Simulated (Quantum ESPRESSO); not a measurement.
# Te (C2/m) in Quantum ESPRESSO: notebook, part 2 of 2

Quantum ESPRESSO 7.5. The steps go on from the part before.

## (4) Single point, LDA, 31.39 Å³/atom

The input, pw.in:

```
&CONTROL
  calculation = 'scf'
  prefix = 'pwscf'
  outdir = './tmp'
  pseudo_dir = './pseudo'
  tprnfor = .true.
  tstress = .true.
  disk_io = 'nowf'
/
&SYSTEM
  ibrav = 0
  nat = 3
  ntyp = 1
  ecutwfc = 45
  ecutrho = 360
  nbnd = 15
  occupations = 'smearing'
  smearing = 'fd'
  degauss = 0.00367493
/
&ELECTRONS
  conv_thr = 6d-10
  electron_maxstep = 120
  mixing_beta = 0.5
/
ATOMIC_SPECIES
Te   127.6000 te_lda_v1.uspp.F.UPF
CELL_PARAMETERS angstrom
   3.7686575664   -2.1191692761    0.0000000000
   3.7686575664    2.1191692761    0.0000000000
  -0.0930165102    0.0000000000    5.8953227704
ATOMIC_POSITIONS crystal
Te     0.0000000000    0.0000000000    0.0000000000
Te     0.3094466100    0.3094466100    0.3388094900
Te     0.6905533900    0.6905533900    0.6611905100
K_POINTS automatic
7 7 5 0 0 0
```

On the command line:

```console
$ OMP_NUM_THREADS=1 mpirun -n 2 pw.x -nk 2 -in pw.in > pw.out
```

Wall time 24 s (2 MPI ranks of Arm Neoverse V2, shared host); peak memory 0.32 GiB.

The run converged. Its results:

```
Free energy            : -1083.2805 eV
Pressure               : -0.9 GPa
Largest force          : 0.242 eV/Å
Band gap on the k mesh : none (metal or under the smearing width)
```

## (5) Single point, LDA, 32.04 Å³/atom

Edit pw.in of step 4 so:

```diff
@@ -28,5 +28,5 @@
 CELL_PARAMETERS angstrom
-   3.7686575664   -2.1191692761    0.0000000000
-   3.7686575664    2.1191692761    0.0000000000
-  -0.0930165102    0.0000000000    5.8953227704
+   3.7946491296   -2.1337846985    0.0000000000
+   3.7946491296    2.1337846985    0.0000000000
+  -0.0936580236    0.0000000000    5.9359814536
 ATOMIC_POSITIONS crystal
```

On the command line:

```console
$ OMP_NUM_THREADS=1 mpirun -n 2 pw.x -nk 2 -in pw.in > pw.out
```

Wall time 27 s (2 MPI ranks of Arm Neoverse V2, shared host); peak memory 0.32 GiB.

Results (log left out):

```
Free energy            : -1083.2630 eV
Pressure               : -2.0 GPa
Largest force          : 0.178 eV/Å
Band gap on the k mesh : none (metal or under the smearing width)
```

## (6) Single point, LDA, 32.70 Å³/atom

Edit pw.in of step 5 so:

```diff
@@ -28,5 +28,5 @@
 CELL_PARAMETERS angstrom
-   3.7946491296   -2.1337846985    0.0000000000
-   3.7946491296    2.1337846985    0.0000000000
-  -0.0936580236    0.0000000000    5.9359814536
+   3.8202894285   -2.1482026000    0.0000000000
+   3.8202894285    2.1482026000    0.0000000000
+  -0.0942908673    0.0000000000    5.9760906531
 ATOMIC_POSITIONS crystal
```

Potentials or basis: GBRV 1.5 LDA.

On the command line:

```console
$ OMP_NUM_THREADS=1 mpirun -n 2 pw.x -nk 2 -in pw.in > pw.out
```

Run time: 28 s. Hardware: 2 MPI ranks of Arm Neoverse V2, shared host; peak memory 0.34 GiB.

Results (log left out):

```
Free energy   : -1083.2328 eV
Pressure      : -3.0 GPa
Largest force : 0.119 eV/Å
```

## (7) Single point, LDA, 33.35 Å³/atom

Edit pw.in of step 6 so:

```diff
@@ -28,5 +28,5 @@
 CELL_PARAMETERS angstrom
-   3.8202894285   -2.1482026000    0.0000000000
-   3.8202894285    2.1482026000    0.0000000000
-  -0.0942908673    0.0000000000    5.9760906531
+   3.8455900958   -2.1624295219    0.0000000000
+   3.8455900958    2.1624295219    0.0000000000
+  -0.0949153283    0.0000000000    6.0156685658
 ATOMIC_POSITIONS crystal
```

On the command line:

```console
$ OMP_NUM_THREADS=1 mpirun -n 2 pw.x -nk 2 -in pw.in > pw.out
```

Wall time 28 s (2 MPI ranks of Arm Neoverse V2, shared host); peak memory 0.34 GiB.

The run converged. Its results:

```yaml
Free_energy: -1083.1913 eV
Pressure: -3.8 GPa
Largest_force: 0.063 eV/Å
```

## (8) Single point, LDA, 34.00 Å³/atom

Edit pw.in of step 7 so:

```diff
@@ -28,5 +28,5 @@
 CELL_PARAMETERS angstrom
-   3.8455900958   -2.1624295219    0.0000000000
-   3.8455900958    2.1624295219    0.0000000000
-  -0.0949153283    0.0000000000    6.0156685658
+   3.8705621598   -2.1764716655    0.0000000000
+   3.8705621598    2.1764716655    0.0000000000
+  -0.0955316789    0.0000000000    6.0547324433
 ATOMIC_POSITIONS crystal
```

On the command line:

```console
$ OMP_NUM_THREADS=1 mpirun -n 2 pw.x -nk 2 -in pw.in > pw.out
```

Run time: 28 s. Hardware: 2 MPI ranks of Arm Neoverse V2, shared host; peak memory 0.34 GiB.

The run converged. Its results:

| Quantity | Value |
| --- | --- |
| Free energy | -1083.1399 eV |
| Pressure | -4.6 GPa |
| Largest force | 0.015 eV/Å |

## (9) Single point, LDA, 34.66 Å³/atom

Edit pw.in of step 8 so:

```diff
@@ -28,5 +28,5 @@
 CELL_PARAMETERS angstrom
-   3.8705621598   -2.1764716655    0.0000000000
-   3.8705621598    2.1764716655    0.0000000000
-  -0.0955316789    0.0000000000    6.0547324433
+   3.8952160867   -2.1903349161    0.0000000000
+   3.8952160867    2.1903349161    0.0000000000
+  -0.0961401773    0.0000000000    6.0932986579
 ATOMIC_POSITIONS crystal
```

Potentials or basis: GBRV 1.5 LDA.

On the command line:

```console
$ OMP_NUM_THREADS=1 mpirun -n 2 pw.x -nk 2 -in pw.in > pw.out
```

It took 31 s on 2 MPI ranks of Arm Neoverse V2, shared host; peak memory 0.36 GiB.

It converged, with:

* Free energy: -1083.0797 eV
* Pressure: -5.3 GPa
* Largest force: 0.039 eV/Å

## (10) Equation of state, LDA

Potentials or basis: GBRV 1.5 LDA.

No new run: the results of the series are fitted here.

What came out:

| Quantity | Value |
| --- | --- |
| Equilibrium volume | 30.92 Å³/atom |
| Bulk modulus at fixed shape and positions | 60 GPa |
| Pressure derivative of the bulk modulus | 4.7 |

Energy against volume, from the lowest point:
```tsv
volume (Å³/atom)	energy (meV/atom)
30.734	0.00
31.388	1.08
32.042	6.92
32.696	16.99
33.350	30.81
34.004	47.95
34.658	68.03
```

Caveat: the cell was scaled at fixed shape and fractional positions, which overstates the stiffness of a crystal with free parameters, most of all of layers and chains. Spin-orbit coupling is left out, which matters for the levels of Te.

## (11) The reference run

An earlier run on the cell as given: functional PBEsol; potentials or basis GBRV 1.5 PBEsol; cutoff 612 eV; density cutoff 4898 eV; k mesh 7 × 7 × 5; occupations fermi-dirac, width 0.05 eV; no spin polarisation.

- Pressure: -2.1 GPa
- Largest force: 0.136 eV/Å

## (12) The runs side by side

| task | level | potentials or basis | form of the LDA correlation | pressure (GPa) | largest force (eV/Å) |
| --- | --- | --- | --- | --- | --- |
| band structure | PBEsol | GBRV 1.5 PBEsol | - | -2.1 | 0.14 |
| equation of state | LDA | GBRV 1.5 LDA | PZ81 | - | - |
| single point | PBEsol | GBRV 1.5 PBEsol | - | -2.1 | 0.14 |

Alike in all rows: no spin polarisation; cell as given; k mesh 7 × 7 × 5; cutoff (eV) 612; smearing fermi-dirac 0.05 eV.

Caveats: spin-orbit coupling is left out, which moves the levels of the heavy elements (some runs); the cell was scaled at fixed shape and fractional positions, which overstates the stiffness of a crystal with free parameters, most of all of layers and chains (some runs).

Absolute energies hang on the potentials; compare differences alone.
